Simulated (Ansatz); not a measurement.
Runs of Ansatz 0.2.0 on Ir. Symmetry: Fm-3m, No. 225, cubic system. The conventional cell has a = 3.831 Å, b = 3.831 Å, c = 3.831 Å, α = 90.00°, β = 90.00°, γ = 90.00°. Around Ir (site symmetry m-3m) lie 12 Ir at 2.71 Å. 

```tsv
task	level	potentials or basis	spin	U	fixed moment (μB)	cell	k mesh	cutoff (eV)	smearing	start of the occupations	double counting	hubbard projectors	scf n extra bands	basis error allowed	other keys	pressure (GPa)	relaxed volume (Å³/atom)
relaxation of cell and atoms	r2SCAN+U	all-electron PAW datasets made for the crystal	off	Ir d U = 6.2 eV	-	relaxed	12 × 12 × 12	-	cold 0.01 eV	auto	fll	augmentation-sphere	8	-	scf.n_extra_bands = 8	0.0	13.68
elastic constants	LDA+U	all-electron LAPW, scalar-relativistic	off	Ir d U = 2 eV	-	as given	9 × 9 × 9	284	methfessel-paxton 0.15 eV	auto	fll	ortho-atomic	-	0.002 eV/atom	-	-7.8	-
projected density of states	BLYP	all-electron LAPW, scalar-relativistic	collinear, ferromagnetic start	-	1.0	volume scaled by 1.08	12 × 12 × 12	267	fermi-dirac 0.15 eV	-	-	-	-	0.001 eV/atom	-	(a)	-
relaxation of cell and atoms	revPBE+D4	all-electron LAPW, scalar-relativistic	non-collinear, random start	-	-	relaxed from: cell strained at random at fixed volume	9 × 9 × 9	-	fermi-dirac 0.05 eV	-	-	-	-	0.001 eV/atom	-	0.0	13.98
```

Estimate the missing entries.

(a) 10.1.

Caveats: the U is typed as a test and isn't derived for this compound (some runs); the cell is more than 3 GPa from zero pressure, which shifts response properties (some runs); U is the effective U less J, on atomic orbitals that reach past the spheres (some runs); the k mesh is thin for a metal, which can move the energy by tens of meV per atom (some runs); elastic constants of metals need much finer meshes, so these are rough (some runs); U without spin polarisation on a metal has little footing (some runs); the total moment is fixed, so each spin has its own Fermi level (some runs).

The runs don't all hold the same shells in valence.

Runs at the PBE level aren't shown here.
